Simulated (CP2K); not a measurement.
Bi:

```xyz
4
Lattice="6.6232 0.0000 0.0000 -5.3348 3.9252 0.0000 -0.6442 -1.9626 6.2929" Properties=species:S:1:pos:R:3 pbc="T T T"
Bi   -1.2478    0.4096    3.1464
Bi    1.8920    1.5530    3.1464
Bi    2.9895   -0.9813    4.9796
Bi   -2.3453    2.9439    1.3133
```

This isn't the form of Bi at room conditions, which is rhombohedral.

```yaml
Program: CP2K 2026.2
Task: relaxation of cell and atoms
Functional: LDA
Potentials_or_basis: GTH_POTENTIALS Bi GTH-PADE-q5; TZVP-MOLOPT-PBE-GTH basis
Density_cutoff: 6123 eV
k_mesh: 6 × 6 × 6
Occupations: fermi-dirac, width 0.05 eV
Spin: no spin polarisation
```

At the start: pressure -2.6 GPa; volume 40.90 Å³/atom.

Where does the relaxation end?

Over 17 steps the energy falls by 24.2 meV/atom and the volume is 38.89 Å³/atom (-4.9 %); space group C2/m (No. 12, to 0.05 Å).

Step by step:
```
step  energy change (eV)  largest force (eV/Å)  volume (Å³)
   1              0.0000                0.2615       163.60
   2             -0.0123                0.2422       163.05
   3             -0.0887                0.1863       154.84
   4             -0.0924                0.0769       156.24
   5             -0.0929                0.0821       156.00
   6             -0.0950                0.0710       154.97
   7             -0.0958                0.0416       154.66
   8             -0.0961                0.0289       154.71
   9             -0.0962                0.0296       154.79
  10             -0.0962                0.0301       154.84
  11             -0.0963                0.0313       154.98
  12             -0.0964                0.0330       155.18
  13             -0.0966                0.0340       155.51
  14             -0.0968                0.0312       155.76
  15             -0.0969                0.0289       155.71
  16             -0.0969                0.0292       155.57
  17             -0.0969                0.0292       155.57
```

Final structure:
```yaml
crystal:
  lattice:
    - [6.56765, 0.00000, 0.00000]
    - [-5.37699, 3.77273, 0.00000]
    - [-0.64449, -1.96305, 6.27861]
  atoms:
    - { symbol: Bi, position: [0.14350, 0.35650, 0.50000] }
    - { symbol: Bi, position: [0.85650, 0.64350, 0.50000] }
    - { symbol: Bi, position: [0.64350, 0.14350, 0.78700] }
    - { symbol: Bi, position: [0.35650, 0.85650, 0.21300] }
```

Caveat: the basis of atomic orbitals isn't converged, which shifts pressures, moduli and gaps.
